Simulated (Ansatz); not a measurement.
# KBr: a sweep of the PAW cutoff

How much do the results for KBr depend on the PAW cutoff?

Program: Ansatz 0.2.0. Level of theory: DFT, r2SCAN, PAW with Ansatz's default frozen-core files, scalar-relativistic. These are calculated values, not measurements.

### 1 The structure to begin with

The structure is cubic, space group Fm-3m (No. 225). The conventional cell has a = 6.589 Å, b = 6.589 Å, c = 6.589 Å, α = 90.00°, β = 90.00°, γ = 90.00°. Around K (site symmetry m-3m) lie 6 Br at 3.29 Å. Br (site symmetry m-3m) is surrounded by 6 K at 3.29 Å.

As a file:

```cif
data_structure
_symmetry_space_group_name_H-M 'P 1'
_symmetry_Int_Tables_number 1
_cell_length_a 4.6592
_cell_length_b 4.6592
_cell_length_c 4.6592
_cell_angle_alpha 60.000
_cell_angle_beta 60.000
_cell_angle_gamma 60.000
_cell_volume 71.52
loop_
_atom_site_label
_atom_site_type_symbol
_atom_site_fract_x
_atom_site_fract_y
_atom_site_fract_z
_atom_site_occupancy
K1 K 0.00000 0.00000 0.00000 1
Br1 Br 0.50000 0.50000 0.50000 1
```

The cell is one relaxed in the Materials Project, used as it stands.

Atoms are numbered in the order of the input: K1, Br2.

### 2 With PAW files, cutoff 200 eV

File input.yaml:

```yaml
crystal:
  lattice:
    - [0.0, 3.2945409698, 3.2945409698]
    - [3.2945409698, 0.0, 3.2945409698]
    - [3.2945409698, 3.2945409698, 0.0]
  atoms:
    - { symbol: K, position: [0.0, 0.0, 0.0] }
    - { symbol: Br, position: [0.5, 0.5, 0.5] }
kpoints:
  mp_grid: { grid: [7, 7, 7] }
scf:
  occupations: { method: fermi_dirac, width: 0.02 }
hamiltonian:
  xc: r2scan
  pseudopotentials: { kind: paw }
output:
  forces: true
  stress: true
  eigenvalues: true
  efg: { contact_densities: true }
basis:
  ecutwfc: 200
```

Command:

```bash
$ ansatz run input.yaml --threads 1 --pin off --max-ram 2048MiB --backend cpu --events-out ev --progress --plain --runs-dir out
```

### 3 With PAW files, cutoff 250 eV

Changes to input.yaml since step 2:

```diff
@@ -20,3 +20,7 @@
   efg: { contact_densities: true }
+  write_density: true
+  write_potential: true
+  elf: true
+  volumetric_format: npy
 basis:
-  ecutwfc: 200
+  ecutwfc: 250
```

### 4 With PAW files, cutoff 300 eV

Changes to input.yaml since step 3:

```diff
@@ -20,7 +20,3 @@
   efg: { contact_densities: true }
-  write_density: true
-  write_potential: true
-  elf: true
-  volumetric_format: npy
 basis:
-  ecutwfc: 250
+  ecutwfc: 300
```

### 5 With PAW files, cutoff 500 eV

Changes to input.yaml since step 4:

```diff
@@ -20,3 +20,7 @@
   efg: { contact_densities: true }
+  write_density: true
+  write_potential: true
+  elf: true
+  volumetric_format: npy
 basis:
-  ecutwfc: 300
+  ecutwfc: 500
```

### 6 With PAW files, cutoff 800 eV

Changes to input.yaml since step 5:

```diff
@@ -20,7 +20,3 @@
   efg: { contact_densities: true }
-  write_density: true
-  write_potential: true
-  elf: true
-  volumetric_format: npy
 basis:
-  ecutwfc: 500
+  ecutwfc: 800
```

(Steps that only read results are left out.)

Before running it: what results should come out? Wanted: energy error of the loosest run; pressure, lowest to highest; gap, lowest to highest.

**Answer**, as computed:

```
                             quantity                       value
energy error of the loosest run (PAW)              920.0 meV/atom
               within 1 meV/atom from  no run before the tightest
    pressure, lowest to highest (PAW)            0.14 to 0.21 GPa
         gap, lowest to highest (PAW)             5.09 to 5.20 eV
```

At the loosest setting in the table the energy misses the tightest run by 920.0 meV/atom; even the run before the tightest is more than 1 meV/atom away, so the sweep hasn't shown convergence. The energy falls at every step, as a growing basis should make it. The pressure spans 0.07 GPa (PAW). The tightest run took 6 s against 2.3 s for the loosest.

These are semilocal Kohn-Sham gaps, which aren't the measured quantity. Such gaps usually fall short of the measured ones.
